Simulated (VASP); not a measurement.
# Mo (Im-3m) in VASP: a series of runs

One crystal, Mo, is run at these levels: PBE; tasks: relaxation of cell and atoms, single point.

Program: VASP 6.6.1. These are calculated values, not measurements. Logs are shortened: lines on timing, memory, paths and dates and some standing lists are left out, and cuts for length are marked.

### 1 The structure

The structure is cubic, space group Im-3m (No. 229). The conventional cell has a = 3.147 Å, b = 3.147 Å, c = 3.147 Å, α = 90.00°, β = 90.00°, γ = 90.00°. Mo (site symmetry m-3m) has 8 Mo at 2.73 Å as nearest neighbours.

### 2 Relaxation of cell and atoms, PBE

Contents of INCAR:

```
SYSTEM = Mo
PREC = Accurate ; ENCUT = 520
EDIFF = 1E-7 ; ISMEAR = 0
SIGMA = 0.1 ; LREAL = .False.
LASPH = .True. ; NELM = 80
ALGO = Normal ; ISIF = 3
LWAVE = .False. ; LCHARG = .False.
GGA = PE ; IBRION = 2
NSW = 80 ; EDIFFG = -0.002
```

Contents of KPOINTS:

```
Automatic mesh
0
Gamma
  12 12 12
  0 0 0
```

Contents of POSCAR:

```
Mo
1.0
   -1.5734150000      1.5734150000      1.5734150000
    1.5734150000     -1.5734150000      1.5734150000
    1.5734150000      1.5734150000     -1.5734150000
Mo
1
Direct
    0.0000000000      0.0000000000      0.0000000000
```

Potentials or basis: VASP PAW PBE potentials, release 64 (Mo_sv).

Launch:

```
$ cat potpaw_PBE.64/Mo_sv/POTCAR > POTCAR
$ mpirun -np 1 vasp_std > vasp.out
```

OUTCAR:

```text
SYSTEM = Mo
   PREC = Accurate
   ENCUT = 520
   EDIFF = 1E-7
   ISMEAR = 0
   LREAL = .False.
   LASPH = .True.
   NELM = 80
   ISIF = 3
   GGA = PE
   IBRION = 2
   NSW = 80
   EDIFFG = -0.002

 ion  position               nearest neighbor table
   1  0.000  0.000  0.000-

  LATTYP: Found a body centered cubic cell.
 ALAT       =     3.1468300000

  Lattice vectors:

 A1 = (  -1.5734150000,   1.5734150000,   1.5734150000)
 A2 = (   1.5734150000,  -1.5734150000,   1.5734150000)
 A3 = (   1.5734150000,   1.5734150000,  -1.5734150000)

Analysis of symmetry for initial positions (statically):
=====================================================================
 Subroutine PRICEL returns:
 Original cell was already a primitive cell.

 Routine SETGRP: Setting up the symmetry group for a
 body centered cubic supercell.

 Subroutine GETGRP returns: Found 48 space group operations
 (whereof 48 operations were pure point group operations)
 out of a pool of 48 trial point group operations.

The static configuration has the point symmetry O_h .

Analysis of symmetry for dynamics (positions and initial velocities):
=====================================================================
 Subroutine PRICEL returns:
 Original cell was already a primitive cell.

 Routine SETGRP: Setting up the symmetry group for a
 body centered cubic supercell.

 Subroutine GETGRP returns: Found 48 space group operations
 (whereof 48 operations were pure point group operations)
 out of a pool of 48 trial point group operations.

The dynamic configuration has the point symmetry O_h .

 Subroutine INISYM returns: Found 48 space group operations
 (whereof 48 operations are pure point group operations),
 and found     1 'primitive' translations

----------------------------------------------------------------------------------------

                                     Primitive cell

  volume of cell :      15.5808

  direct lattice vectors                    reciprocal lattice vectors
    -1.573415000  1.573415000  1.573415000     0.000000000  0.317780115  0.317780115
     1.573415000 -1.573415000  1.573415000     0.317780115  0.000000000  0.317780115
     1.573415000  1.573415000 -1.573415000     0.317780115  0.317780115  0.000000000

  length of vectors
     2.725234721  2.725234721  2.725234721     0.449408949  0.449408949  0.449408949

  position of ions in fractional coordinates (direct lattice)
     0.000000000  0.000000000  0.000000000

  ion indices of the primitive-cell ions
   primitive index   ion index
                 1           1

----------------------------------------------------------------------------------------

 KPOINTS: Automatic mesh

Automatic generation of k-mesh.
 Grid dimensions read from file:
 generate k-points for:   12   12   12

 Generating k-lattice:

  Cartesian coordinates                     Fractional coordinates (reciprocal lattice)
     0.000000000  0.026481676  0.026481676     0.083333333  0.000000000  0.000000000
     0.026481676  0.000000000  0.026481676     0.000000000  0.083333333  0.000000000
     0.026481676  0.026481676  0.000000000     0.000000000  0.000000000  0.083333333

  Length of vectors
     0.037450746  0.037450746  0.037450746

  Shift w.r.t. Gamma in fractional coordinates (k-lattice)
     0.000000000  0.000000000  0.000000000

 Subroutine IBZKPT returns following result:
 ===========================================

 Found     72 irreducible k-points:

 Following reciprocal coordinates:
            Coordinates               Weight
  0.000000  0.000000  0.000000      1.000000
  0.083333  0.000000  0.000000     12.000000
  0.166667  0.000000  0.000000     12.000000
  0.250000  0.000000  0.000000     12.000000
  0.333333  0.000000  0.000000     12.000000
  0.416667  0.000000  0.000000     12.000000
[... 16 lines left out ...]
  0.333333  0.083333  0.083333     24.000000
  0.416667  0.083333  0.083333     12.000000
 [... further k-points ...]
   k-points           NKPTS =     72   k-points in BZ     NKDIM =     72   number of bands    NBANDS=     11
   number of dos      NEDOS =    301   number of ions     NIONS =      1
   total plane-waves  NPLWV =   8000
   dimension x,y,z NGX =    20 NGY =   20 NGZ =   20
   dimension x,y,z NGXF=    40 NGYF=   40 NGZF=   40
   ions per type =               1
   NGX,Y,Z   is equivalent  to a cutoff of  12.20, 12.20, 12.20 a.u.
   NGXF,Y,Z  is equivalent  to a cutoff of  24.40, 24.40, 24.40 a.u.
 SYSTEM =  Mo
   PREC   = accura    normal or accurate (medium, high low for compatibility)
   ISTART =      0    job   : 0-new  1-cont  2-samecut
   ICHARG =      2    charge: 1-file 2-atom 10-const
   ISPIN  =      1    spin polarized calculation?
   LNONCOLLINEAR =      F non collinear calculations
   LSORBIT =      F    spin-orbit coupling
   LASPH  =      T    aspherical Exc in radial PAW
   ENCUT  =  520.0 eV  38.22 Ry    6.18 a.u.   5.07  5.07  5.07*2*pi/ulx,y,z
   NELM   =     80;   NELMIN=  2; NELMDL= -5     # of ELM steps
   EDIFF  = 0.1E-06   stopping-criterion for ELM
   LREAL  =      F    real-space projection
   EDIFFG = -.2E-02   stopping-criterion for IOM
   NSW    =     80    number of steps for IOM
   IBRION =      2    ionic relax: 0-MD 1-quasi-New 2-CG
   NFREE  =      1    steps in history (QN), initial steepest desc. (CG)
   ISIF   =      3    stress and relaxation
   ISYM   =      2    0-nonsym 1-usesym 2-fastsym
   POTIM  = 0.5000    time-step for ionic-motion
   TEBEG  =    0.0;   TEEND  =   0.0 temperature during run
   PSTRESS=    0.0 pullay stress
   NELECT =      14.0000    total number of electrons
   NUPDOWN=      -1.0000    fix difference up-down
   EMIN   =  10.00;   EMAX   =-10.00  energy-range for DOS
   EFERMI =   0.00;   METHOD = LEGACY
   ISMEAR =     0;   SIGMA  =   0.10  broadening in eV -4-tet -1-fermi 0-gaus
   EFERMI_NEDOS =   21; number of points for ismear=-14 and -15
   IALGO  =     38    algorithm
   IMIX   =      4    mixing-type and parameters
     AMIX     =   0.40;   BMIX     =  1.00
     AMIX_MAG =   1.60;   BMIX_MAG =  1.00
  volume/ion in A,a.u.               =      15.58       105.14
  Fermi-wavevector in a.u.,A,eV,Ry     =   1.579747  2.985289 33.954710  2.495601
  Thomas-Fermi vector in A             =   2.680079
   LORBIT       =      0    0 simple, 1 ext, 2 COOP (PROOUT), +10 PAW based schemes
   GGA     = PE    functional components
   LHFCALC =     F    Hartree Fock is set to
   AEXX    =    0.0000 exact exchange contribution
   IVDW    =     0    specifies the selected vdW correction
   LEPSILON=     F    determine dielectric tensor
   LRPA    =     F    only Hartree local field effects (RPA)
 conjugate gradient relaxation of ions
 non-spin polarized calculation
 Gauss-broadening in eV      SIGMA  =   0.10
  energy-cutoff  :      520.00
  volume of cell :       15.58
 maximum number of plane-waves:       430
   NGX = 11   NGY = 11   NGZ = 11

--------------------------------------- Ionic step        1  -------------------------------------------

 number of electron      14.0000001 magnetization

 Free energy of the ion-electron system (eV)
  ---------------------------------------------------
  ext. energy  EPLUGINS =         0.00000000
  ---------------------------------------------------
  free energy    TOTEN  =       -10.94821232 eV

  energy without entropy =      -10.94665022  energy(sigma->0) =      -10.94743127

------------------------ aborting loop because EDIFF is reached ----------------------------------------

  FORCE on cell =-STRESS in cart. coord.  units (eV):
  Direction    XX          YY          ZZ          XY          YZ          ZX
  --------------------------------------------------------------------------------------
  -------------------------------------------------------------------------------------
  Total        0.3808180      0.3808180      0.3808180      0.0000000     -0.0000000      0.0000000
  in kB       39.1595920     39.1595920     39.1595920      0.0000000     -0.0000000      0.0000000
  external PRESSURE =      39.1595920 kB  Pullay stress =       0.0000000 kB
[... 86 lines left out ...]
  FREE ENERGIE OF THE ION-ELECTRON SYSTEM (eV)
  ---------------------------------------------------
  free  energy   TOTEN  =       -10.9509513434 eV

  energy  without entropy=      -10.9493022549  energy(sigma->0) =      -10.95012680

[... ionic steps 4 to 13 ...]

--------------------------------------- Ionic step       14  -------------------------------------------

 number of electron      14.0000004 magnetization

------------------------ aborting loop because EDIFF is reached ----------------------------------------

  FORCE on cell =-STRESS in cart. coord.  units (eV):
  Direction    XX          YY          ZZ          XY          YZ          ZX
  --------------------------------------------------------------------------------------
  -------------------------------------------------------------------------------------
  Total        0.0028490      0.0028490      0.0028490      0.0000000      0.0000000      0.0000000
  in kB        0.2887595      0.2887595      0.2887595      0.0000000      0.0000000      0.0000000
  external PRESSURE =       0.2887595 kB  Pullay stress =       0.0000000 kB
[... 55 lines left out ...]
  energy  without entropy=      -10.9493042507  energy(sigma->0) =      -10.95012819

--------------------------------------- Ionic step       16  -------------------------------------------

 number of electron      14.0000004 magnetization

 Free energy of the ion-electron system (eV)
  ---------------------------------------------------
  ext. energy  EPLUGINS =         0.00000000
  ---------------------------------------------------
  free energy    TOTEN  =       -10.95095214 eV

  energy without entropy =      -10.94930401  energy(sigma->0) =      -10.95012808

 E-fermi :  12.3672     XC(G=0): -13.3266

 val. band max:       12.3624244802   @ k =   0.5000   0.5000   0.0833
 cond. band min:      12.4169495012   @ k =  -0.3333   0.3333   0.2500
 fundamental gap:      0.0545250210
 Fermi energy:        12.3671691334

 k-point     1 :       0.0000    0.0000    0.0000
  band No.  band energies     occupation
      1     -48.8656      2.00000
      2     -22.1573      2.00000
      3     -22.1573      2.00000
      4     -22.1573      2.00000
      5       5.2144      2.00000
      6      11.0717      2.00000
      7      11.0717      2.00000
      8      11.0717      2.00000
      9      14.0551      0.00000
     10      14.0551      0.00000
     11      27.2275      0.00000
[... 309 lines left out ...]
 k-point    24 :       0.4167    0.0833    0.0833
  band No.  band energies     occupation
      1     -48.6077      2.00000
      2     -23.4198      2.00000
      3     -22.6528      2.00000
      4     -22.2585      2.00000
      5       7.7255      2.00000
      6       9.0576      2.00000
      7      12.7135      0.00000
      8      14.2388      0.00000
      9      14.7271      0.00000
     10      18.6884      0.00000
     11      23.3235      0.00000

 [... further k-points ...]
[... 5 lines left out ...]
  --------------------------------------------------------------------------------------
  -------------------------------------------------------------------------------------
  Total        0.0002826      0.0002826      0.0002826      0.0000000      0.0000000      0.0000000
  in kB        0.0286364      0.0286364      0.0286364      0.0000000      0.0000000      0.0000000
  external PRESSURE =       0.0286364 kB  Pullay stress =       0.0000000 kB
[... 16 lines left out ...]
  FREE ENERGIE OF THE ION-ELECTRON SYSTEM (eV)
  ---------------------------------------------------
  free  energy   TOTEN  =       -10.9509521418 eV

  energy  without entropy=      -10.9493040143  energy(sigma->0) =      -10.95012808

 reached required accuracy - stopping structural energy minimisation
```

It took 22 s on 1 thread of Intel Xeon 6975P-C (Granite Rapids), shared host; peak memory 0.13 GiB.

What came out:

| Quantity | Value |
| --- | --- |
| Free energy | -10.9510 eV |
| Relaxed volume | 15.81 Å³/atom |
| Relaxed cell | a = 2.738 Å, b = 2.738 Å, c = 2.738 Å, α = 109.47°, β = 109.47°, γ = 109.47° |
| Space group after relaxing (to 0.05 Å) | Im-3m (No. 229) |
| Energy gained by relaxing | 2.7 meV/atom |
| Ionic steps | 16 |
| Pressure after relaxing | 0.0 GPa |
| Band gap on the k mesh | none (metal or under the smearing width) |

Step by step:
| step | energy change (eV) | largest force (eV/Å) | pressure (GPa) | volume (Å³) |
| --- | --- | --- | --- | --- |
| 1 | 0.0000 | 0.0000 | 3.92 | 15.58 |
| 2 | 0.0174 | 0.0000 | -9.62 | 16.46 |
| 3 | -0.0027 | 0.0000 | -0.05 | 15.81 |
| 4 | -0.0027 | 0.0000 | 0.02 | 15.81 |
| 5 | -0.0027 | 0.0000 | 0.02 | 15.81 |
| 6 | -0.0027 | 0.0000 | 0.03 | 15.81 |
| 7 | -0.0027 | 0.0000 | 0.02 | 15.81 |
| 8 | -0.0027 | 0.0000 | 0.02 | 15.81 |
| 9 | -0.0027 | 0.0000 | 0.02 | 15.81 |
| 10 | -0.0027 | 0.0000 | 0.02 | 15.81 |
| 11 | -0.0027 | 0.0000 | 0.02 | 15.81 |
| 12 | -0.0027 | 0.0000 | 0.02 | 15.81 |
| 13 | -0.0027 | 0.0000 | 0.02 | 15.81 |
| 14 | -0.0027 | 0.0000 | 0.03 | 15.81 |
| 15 | -0.0027 | 0.0000 | 0.04 | 15.81 |
| 16 | -0.0027 | 0.0000 | 0.00 | 15.81 |

Final structure:
```
Mo
1.0
    -1.58106    1.58106    1.58106
     1.58106   -1.58106    1.58106
     1.58106    1.58106   -1.58106
Mo
1
Cartesian
  0.0000 0.0000 0.0000
```

Levels at points of the mesh, in eV from the Fermi level:
| k point | band 3 | band 4 | band 5 | band 6 | band 7 | band 8 | band 9 | band 10 | band 11 |
| --- | --- | --- | --- | --- | --- | --- | --- | --- | --- |
| (0.00, 0.00, 0.00) | -34.52 | -34.52 | -7.15 | -1.30 | -1.30 | -1.30 | 1.69 | 1.69 | 14.86 |
| (0.50, 0.00, 0.00) | -34.96 | -34.54 | -5.21 | -3.30 | 1.63 | 1.71 | 2.33 | 4.71 | 11.52 |
| (0.50, 0.50, 0.50) | -35.46 | -35.46 | -5.31 | -5.31 | 3.96 | 3.96 | 3.96 | 9.02 | 9.02 |

PBE usually gives volumes a little too large and moduli too small. Zero-point motion and thermal expansion aren't in these numbers.

### 3 Relaxation of cell and atoms, PBE

This run uses another cell than the first one, of 15.81 Å³/atom, 1.015 times its volume.

INCAR is that of step 2.

KPOINTS is that of step 2.

Contents of POSCAR:

```
Mo                                      
1.0
   -1.5810582601      1.5810582601      1.5810582601
    1.5810582601     -1.5810582601      1.5810582601
    1.5810582601      1.5810582601     -1.5810582601
  Mo            
     1
Direct
     0.0000000000000000    0.0000000000000000    0.0000000000000000
```

Potentials or basis: VASP PAW PBE potentials, release 64 (Mo_sv).

Launch:

```
$ cat potpaw_PBE.64/Mo_sv/POTCAR > POTCAR
$ mpirun -np 1 vasp_std > vasp.out
```

It took 5.7 s on 1 thread of Intel Xeon 6975P-C (Granite Rapids), shared host; peak memory 0.13 GiB.

It converged, with:

| Quantity | Value |
| --- | --- |
| Free energy | -10.9510 eV |
| Pressure after relaxing | 0.0 GPa |
| Band gap on the k mesh | none (metal or under the smearing width) |

Final structure:
```
CELL_PARAMETERS angstrom
-1.58106 1.58106 1.58106
1.58106 -1.58106 1.58106
1.58106 1.58106 -1.58106
ATOMIC_POSITIONS crystal
Mo 0.00000 0.00000 0.00000
```

Levels at points of the mesh, in eV from the Fermi level:
```
           k point  band 3  band 4  band 5  band 6  band 7  band 8  band 9  band 10  band 11
(0.00, 0.00, 0.00)  -34.52  -34.52   -7.15   -1.30   -1.30   -1.30    1.69     1.69    14.86
(0.50, 0.00, 0.00)  -34.96  -34.54   -5.21   -3.30    1.63    1.71    2.33     4.71    11.52
(0.50, 0.50, 0.50)  -35.46  -35.46   -5.31   -5.31    3.96    3.96    3.96     9.02     9.02
```

Caveat: the relaxation stopped at its first step, so nothing moved.

### 4 Single point, PBE

This run uses another cell than the first one, of 15.81 Å³/atom, 1.015 times its volume.

Contents of INCAR:

```
ALGO = Normal
EDIFF = 1E-7
ENCUT = 520
GGA = PE
ISIF = 2
ISMEAR = 0
LASPH = True
LCHARG = False
LREAL = False
LWAVE = False
NELM = 80
PREC = Accurate
SIGMA = 0.1
```

Contents of KPOINTS:

```
k-points
0
Gamma
  12 12 12
```

POSCAR is that of step 3.

Launch:

```
$ cat potpaw_PBE.64/Mo_sv/POTCAR > POTCAR
$ mpirun -np 1 vasp_std > vasp.out
```

Wall time 4.5 s (1 thread of Intel Xeon 6975P-C (Granite Rapids), shared host); peak memory 0.13 GiB.

The run converged. Its results:

```
Free energy            : -10.9510 eV
Pressure               : 0.0 GPa
Band gap on the k mesh : none (metal or under the smearing width)
```

Levels at points of the mesh, in eV from the Fermi level:
| k point | band 4 | band 5 | band 6 | band 7 | band 8 | band 9 | band 10 | band 11 |
| --- | --- | --- | --- | --- | --- | --- | --- | --- |
| (0.00, 0.00, 0.00) | -34.52 | -7.15 | -1.30 | -1.30 | -1.30 | 1.69 | 1.69 | 14.86 |
| (0.50, 0.00, 0.00) | -34.54 | -5.21 | -3.30 | 1.63 | 1.71 | 2.33 | 4.71 | 11.52 |
| (0.50, 0.50, 0.50) | -35.46 | -5.31 | -5.31 | 3.96 | 3.96 | 3.96 | 9.02 | 9.02 |

(Part 1 of 2 ends here.)
